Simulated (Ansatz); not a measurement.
The parent structure is AlSb in the zinc blende structure (space group F-43m, No. 216; a = 6.177 Å).

Method: Ansatz (a quantum-chemistry and plane-wave program), r2SCAN, PAW, cutoff 500 eV, without spin-orbit coupling.

One change was made to it. Results:

The smallest direct gap grows by 1.56 eV to 3.59 eV; the density grows by 1.42 g/cm³ to 5.61 g/cm³; the band gap drops by 0.62 eV, from 1.51 eV to 0.89 eV.

Task: Name the change that was made.
A) pressure 4.5 GPa
B) pressure 0.9 GPa
C) pressure 30 GPa

Result: C, pressure 30 GPa. For comparison, the band gap in the other runs: pressure 4.5 GPa gives 1.40 eV; pressure 0.9 GPa gives 1.49 eV.

With Sb present, leaving out spin-orbit coupling can change the band edges. Load acts through the strain it causes; cell and atoms are relaxed under it. Stability against distortions was not tested. Measured, AlSb leaves this structure (for a Cmcm phase) near 8.1 GPa (temperature not stated; as listed in Datta, Sujoy, Jana, Debnarayan, arXiv (2020)), on rising pressure, with hysteresis.
